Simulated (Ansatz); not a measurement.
**Could MgB2 exist in this structure?**

Plane-wave DFT in Ansatz with scalar-relativistic PAW potentials. The crystal relaxes under PBE to P6/mmm with a = 3.076 Å, c = 3.522 Å, 9.62 Å³/atom. No spin polarisation.

```
CELL_PARAMETERS angstrom
3.07589 0.00000 0.00000
-1.53795 2.66380 0.00000
0.00000 0.00000 3.52241
ATOMIC_POSITIONS crystal
Mg 0.00000 0.00000 0.00000
B 0.33333 0.66667 0.50000
B 0.66667 0.33333 0.50000
```

Question: Test it against the elements, against displacements at the zone centre and against strain.

Answer:
- Energy over the elements: -0.131 eV/atom (PBE, standard states in the same functional, gases uncorrected)
- Optical modes at Γ: all 6 real, 331 to 686 cm⁻¹ (PBE, no gap at this level, so no LO-TO term)
- Least eigenvalue of the elastic tensor: 71 GPa (PBE, smearing 0.15 eV on a cell relaxed with it; where the run has no gap this value hangs on mesh and smearing)

It passes all three tests. So it is a local minimum against everything tried and bound against the elements. Modes at other wave vectors, other structures and decomposition into other compounds weren't tested here.